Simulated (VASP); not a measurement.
# Ru (P6_3/mmc) in VASP: further runs

Runs on Ru. Level: PBE. Tasks: single point.

All numbers are computed with VASP 6.6.1; they aren't measurements. Logs are shortened: lines on timing, memory, paths and dates and some standing lists are left out, and cuts for length are marked.

## 1. Starting point

Symmetry: P6_3/mmc, No. 194, hexagonal system. The conventional cell has a = 2.706 Å, b = 2.706 Å, c = 4.282 Å, α = 90.00°, β = 90.00°, γ = 120.00°. Around Ru (site symmetry -6m2) lie 12 Ru at 2.65 to 2.71 Å.

## 2. Single point, PBE

Contents of INCAR:

```
PREC = Accurate
ENCUT = 520
EDIFF = 1E-6
ISMEAR = 0
SIGMA = 0.02
LREAL = False
LASPH = True
NELM = 100
ALGO = Normal
ISIF = 2
LWAVE = False
LCHARG = True
GGA = PE
LELF = True
LVHAR = True
NBANDS = 21
```

Contents of KPOINTS:

```
regular mesh
0
Gamma
  11 11 6
```

Contents of POSCAR:

```
Ru
1.0
    2.7058000000      0.0000000000      0.0000000000
   -1.3529000000      2.3432915376      0.0000000000
    0.0000000000      0.0000000000      4.2819000000
Ru
2
Direct
    0.6666666667      0.3333333333      0.7500000000
    0.3333333333      0.6666666667      0.2500000000
```

Potentials or basis: VASP PAW PBE potentials, release 54 (Ru_pv).

Launch:

```
cat potpaw_PBE.54/Ru_pv/POTCAR > POTCAR
mpirun -np 1 vasp_std > vasp.out
```

OUTCAR:

```text
PREC = Accurate
   ENCUT = 520
   EDIFF = 1E-6
   ISMEAR = 0
   LREAL = False
   LASPH = True
   NELM = 100
   ISIF = 2
   GGA = PE

 ion  position               nearest neighbor table
   1  0.667  0.333  0.750-   2 2.65   2 2.65   2 2.65   2 2.65   2 2.65   2 2.65
   2  0.333  0.667  0.250-   1 2.65   1 2.65   1 2.65   1 2.65   1 2.65   1 2.65

  LATTYP: Found a hexagonal cell.
 ALAT       =     2.7058000000
 C/A-ratio  =     1.5824894671

  Lattice vectors:

 A1 = (   2.7058000000,   0.0000000000,   0.0000000000)
 A2 = (  -1.3529000000,   2.3432915376,   0.0000000000)
 A3 = (   0.0000000000,   0.0000000000,   4.2819000000)

Analysis of symmetry for initial positions (statically):
=====================================================================
 Subroutine PRICEL returns:
 Original cell was already a primitive cell.

 Routine SETGRP: Setting up the symmetry group for a
 hexagonal supercell.

 Subroutine GETGRP returns: Found 24 space group operations
 (whereof 12 operations were pure point group operations)
 out of a pool of 24 trial point group operations.

The static configuration has the point symmetry D_3d.
 The point group associated with its full space group is D_6h.

Analysis of symmetry for dynamics (positions and initial velocities):
=====================================================================
 Subroutine PRICEL returns:
 Original cell was already a primitive cell.

 Routine SETGRP: Setting up the symmetry group for a
 hexagonal supercell.

 Subroutine GETGRP returns: Found 24 space group operations
 (whereof 12 operations were pure point group operations)
 out of a pool of 24 trial point group operations.

The dynamic configuration has the point symmetry D_3d.
 The point group associated with its full space group is D_6h.

 Subroutine INISYM returns: Found 24 space group operations
 (whereof 12 operations are pure point group operations),
 and found     1 'primitive' translations

----------------------------------------------------------------------------------------

                                     Primitive cell

  volume of cell :      27.1493

  direct lattice vectors                    reciprocal lattice vectors
     2.705800000  0.000000000  0.000000000     0.369576465  0.213375072  0.000000000
    -1.352900000  2.343291538  0.000000000     0.000000000  0.426750144  0.000000000
[... 76 lines left out ...]
   PREC   = accura    normal or accurate (medium, high low for compatibility)
   ISTART =      0    job   : 0-new  1-cont  2-samecut
   ICHARG =      2    charge: 1-file 2-atom 10-const
   ISPIN  =      1    spin polarized calculation?
   LNONCOLLINEAR =      F non collinear calculations
   LSORBIT =      F    spin-orbit coupling
   LASPH  =      T    aspherical Exc in radial PAW
   ENCUT  =  520.0 eV  38.22 Ry    6.18 a.u.   5.03  5.03  7.96*2*pi/ulx,y,z
   NELM   =    100;   NELMIN=  2; NELMDL= -5     # of ELM steps
   EDIFF  = 0.1E-05   stopping-criterion for ELM
   LREAL  =      F    real-space projection
   EDIFFG = 0.1E-04   stopping-criterion for IOM
   NSW    =      0    number of steps for IOM
   IBRION =     -1    ionic relax: 0-MD 1-quasi-New 2-CG
   NFREE  =      0    steps in history (QN), initial steepest desc. (CG)
   ISIF   =      2    stress and relaxation
   ISYM   =      2    0-nonsym 1-usesym 2-fastsym
   POTIM  = 0.5000    time-step for ionic-motion
   TEBEG  =    0.0;   TEEND  =   0.0 temperature during run
   PSTRESS=    0.0 pullay stress
   NELECT =      28.0000    total number of electrons
   NUPDOWN=      -1.0000    fix difference up-down
   EMIN   =  10.00;   EMAX   =-10.00  energy-range for DOS
   EFERMI =   0.00;   METHOD = LEGACY
   ISMEAR =     0;   SIGMA  =   0.02  broadening in eV -4-tet -1-fermi 0-gaus
   EFERMI_NEDOS =   21; number of points for ismear=-14 and -15
   IALGO  =     38    algorithm
   IMIX   =      4    mixing-type and parameters
     AMIX     =   0.40;   BMIX     =  1.00
     AMIX_MAG =   1.60;   BMIX_MAG =  1.00
  volume/ion in A,a.u.               =      13.57        91.61
  Fermi-wavevector in a.u.,A,eV,Ry     =   1.654022  3.125649 37.222674  2.735789
  Thomas-Fermi vector in A             =   2.742361
   LORBIT       =      0    0 simple, 1 ext, 2 COOP (PROOUT), +10 PAW based schemes
   GGA     = PE    functional components
   LHFCALC =     F    Hartree Fock is set to
   AEXX    =    0.0000 exact exchange contribution
   IVDW    =     0    specifies the selected vdW correction
   LEPSILON=     F    determine dielectric tensor
   LRPA    =     F    only Hartree local field effects (RPA)
 non-spin polarized calculation
 Gauss-broadening in eV      SIGMA  =   0.02
  energy-cutoff  :      520.00
  volume of cell :       27.15
 maximum number of plane-waves:       744
 NGX is ok and might be reduce to    20
   NGX =  9   NGY =  9   NGZ = 15

 number of electron      28.0000008 magnetization

 Free energy of the ion-electron system (eV)
  ---------------------------------------------------
  ext. energy  EPLUGINS =         0.00000000
  ---------------------------------------------------
  free energy    TOTEN  =       -18.45070533 eV

  energy without entropy =      -18.44964954  energy(sigma->0) =      -18.45017744

 E-fermi :  12.7903     XC(G=0): -14.1203

 val. band max:       12.7589802024   @ k =   0.2727   0.0000   0.0000
 cond. band min:      12.7944924574   @ k =   0.2727   0.1818   0.1667
 fundamental gap:      0.0355122550
 Fermi energy:        12.7902592766

 k-point     1 :       0.0000    0.0000    0.0000
  band No.  band energies     occupation
      1     -30.8034      2.00000
      2     -29.8689      2.00000
      3     -29.8689      2.00000
      4     -29.6987      2.00000
      5     -29.6987      2.00000
      6     -29.6592      2.00000
[... 565 lines left out ...]
     20      23.2711      0.00000
     21      24.5734      0.00000

 [... further k-points ...]
[... 5 lines left out ...]
  --------------------------------------------------------------------------------------
  -------------------------------------------------------------------------------------
  Total        0.7542731      0.7542731      0.7428267     -0.0000000      0.0000000      0.0000000
  in kB       44.5123653     44.5123653     43.8368688     -0.0000000      0.0000000      0.0000000
  external PRESSURE =      44.2871998 kB  Pullay stress =       0.0000000 kB

 VOLUME and BASIS-vectors are now :
 -----------------------------------------------------------------------------
  energy-cutoff  :      520.00
  volume of cell :       27.15
      direct lattice vectors                 reciprocal lattice vectors
     2.705800000  0.000000000  0.000000000     0.369576465  0.213375072  0.000000000
    -1.352900000  2.343291538  0.000000000     0.000000000  0.426750144  0.000000000
     0.000000000  0.000000000  4.281900000     0.000000000  0.000000000  0.233541185

 POSITION                                       TOTAL-FORCE (eV/Angst)
 -----------------------------------------------------------------------------------
      1.35290      0.78110      3.21143         0.000000      0.000000      0.000000
     -0.00000      1.56219      1.07048        -0.000000     -0.000000      0.000000
 -----------------------------------------------------------------------------------
    total drift:                               -0.000000      0.000000     -0.000000

  FREE ENERGIE OF THE ION-ELECTRON SYSTEM (eV)
  ---------------------------------------------------
  free  energy   TOTEN  =       -18.4507053346 eV

  energy  without entropy=      -18.4496495363  energy(sigma->0) =      -18.45017744
```

OSZICAR:

```text
N       E                     dE             d eps       ncg     rms          rms(c)
DAV:   1     0.289855507745E+03    0.28986E+03   -0.17635E+04  2688   0.148E+03
DAV:   2    -0.139471607472E+02   -0.30380E+03   -0.29441E+03  2753   0.446E+02
DAV:   3    -0.197546503893E+02   -0.58075E+01   -0.57622E+01  3143   0.691E+01
DAV:   4    -0.197968301601E+02   -0.42180E-01   -0.42132E-01  3403   0.564E+00
DAV:   5    -0.197973251662E+02   -0.49501E-03   -0.49268E-03  3054   0.539E-01    0.178E+01
DAV:   6    -0.185356292508E+02    0.12617E+01   -0.28326E+00  3063   0.165E+01    0.478E+00
DAV:   7    -0.184581412874E+02    0.77488E-01   -0.43511E-01  3083   0.490E+00    0.105E+00
DAV:   8    -0.184515248515E+02    0.66164E-02   -0.18637E-02  2963   0.108E+00    0.446E-01
DAV:   9    -0.184506990279E+02    0.82582E-03   -0.13843E-03  2983   0.400E-01    0.340E-02
DAV:  10    -0.184507076214E+02   -0.85935E-05   -0.48589E-05  3103   0.746E-02    0.176E-02
DAV:  11    -0.184507053931E+02    0.22283E-05   -0.85817E-06  3028   0.275E-02    0.368E-03
DAV:  12    -0.184507053346E+02    0.58518E-07   -0.21410E-07  1789   0.513E-03
   1 F= -.18450705E+02 E0= -.18450177E+02  d E =-.105580E-02
```

Wall time 16 s (1 thread of Intel Xeon Platinum 8488C (Sapphire Rapids), shared host); peak memory 0.15 GiB.

Results:

| Property | Result |
| --- | --- |
| Free energy | -18.4507 eV |
| Pressure | 4.4 GPa |
| Band gap on the k mesh | none (metal or under the smearing width) |

## 3. Single point, PBE

Contents of run.py:

```python
from ase.calculators.vasp import Vasp
from ase.dft.bandgap import bandgap
from ase.io import read

atoms = read('Ru.cif', primitive_cell=True, subtrans_included=False)
calc = Vasp(
    directory='calc',
    xc='pbe',
    pp='PBE',
    setups='recommended',
    pp_version='54',
    prec='Accurate',
    encut=520,
    ediff=1e-06,
    ismear=0,
    sigma=0.02,
    lreal=False,
    lasph=True,
    nelm=60,
    algo='Normal',
    isif=2,
    lwave=False,
    lcharg=False,
    kpts=[11, 11, 6],
    gamma=True,
    nbands=21,
)
atoms.calc = calc

print('energy (eV):', atoms.get_potential_energy())
print('free energy (eV):', atoms.get_potential_energy(force_consistent=True))
print('forces (eV/A):')
print(atoms.get_forces())
print('stress (eV/A^3, Voigt):', atoms.get_stress())
print('Fermi level (eV):', calc.get_fermi_level())
gap, top, bottom = bandgap(calc)
print('band gap (eV):', gap, 'from (spin, k, band)', top, 'to', bottom)
```

Contents of Ru.cif:

```cif
data_Ru
_cell_length_a 2.70580000
_cell_length_b 2.70580000
_cell_length_c 4.28190000
_cell_angle_alpha 90.00000000
_cell_angle_beta 90.00000000
_cell_angle_gamma 120.00000000
_space_group_name_H-M_alt 'P6_3/mmc'
_space_group_name_Hall '-P 6c 2c'
_space_group_IT_number 194
loop_
_space_group_symop_operation_xyz
'x,y,z'
'-x,-y,-z'
'x-y,x,z+1/2'
'-x+y,-x,-z+1/2'
'-y,x-y,z'
'y,-x+y,-z'
'-x,-y,z+1/2'
'x,y,-z+1/2'
'-x+y,-x,z'
'x-y,x,-z'
'y,-x+y,z+1/2'
'-y,x-y,-z+1/2'
'-y,-x,-z+1/2'
'y,x,z+1/2'
'-x,-x+y,-z'
'x,x-y,z'
'-x+y,y,-z+1/2'
'x-y,-y,z+1/2'
'y,x,-z'
'-y,-x,z'
'x,x-y,-z+1/2'
'-x,-x+y,z+1/2'
'x-y,-y,-z'
'-x+y,y,z'
loop_
_atom_site_label
_atom_site_type_symbol
_atom_site_symmetry_multiplicity
_atom_site_Wyckoff_symbol
_atom_site_fract_x
_atom_site_fract_y
_atom_site_fract_z
_atom_site_occupancy
Ru1 Ru 2 c 0.6666666667 0.3333333333 0.7500000000 1
```

Potentials or basis: VASP PAW PBE potentials, release 54 (Ru_pv).

Launch:

```
python run.py
```

Run time: 18 s. Hardware: 1 thread of Intel Xeon Platinum 8488C (Sapphire Rapids), shared host; peak memory 0.15 GiB.

The run converged. Its results:

| Property | Result |
| --- | --- |
| Free energy | -18.4507 eV |
| Pressure | 4.4 GPa |
| Band gap on the k mesh | none (metal or under the smearing width) |

Levels at points of the mesh, in eV from the Fermi level:
```
           k point  band 10  band 11  band 12  band 13  band 14  band 15  band 16  band 17  band 18  band 19
(0.00, 0.00, 0.00)    -2.54    -2.37    -1.86    -1.86    -1.33    -1.33     1.24     1.24     1.35    10.34
(0.00, 0.00, 0.50)    -2.71    -2.71    -2.71    -2.66    -2.66     0.60     0.60     0.60     0.60    10.48
```
